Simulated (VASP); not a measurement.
Runs of VASP 6.6.1 on Si. It takes space group Fd-3m (No. 227, cubic). Conventional cell: a = 5.469 Å, b = 5.469 Å, c = 5.469 Å, α = 90.00°, β = 90.00°, γ = 90.00°. Si (site symmetry -43m) has 4 Si at 2.37 Å as nearest neighbours. 

| cell | gap on the mesh (eV) | pressure (GPa) |
| --- | --- | --- |
| atoms relaxed from: a relaxed cell with its volume scaled by 1.06 | (a) | -4.6 |
| atoms relaxed | (b) | 0.0 |
| atoms relaxed from: a relaxed cell with its volume scaled by 0.98 | 0.58 | 1.9 |
| atoms relaxed from: a relaxed cell with its volume scaled by 1.02 | 0.65 | -1.7 |
| atoms relaxed from: a relaxed cell with its volume scaled by 0.94 | 0.51 | 6.3 |

Alike in all rows: task relaxation of the atoms; level PBE; potentials or basis VASP PAW PBE potentials, release 64 (Si); no spin polarisation; k mesh 10 × 10 × 10; cutoff (eV) 600; smearing gaussian 0.03 eV.

Q: Fill in the values left out.

A: (a) 0.71; (b) 0.62.

Caveats: the relaxation stopped at its first step, so nothing moved.

A k mesh can miss the band edges.
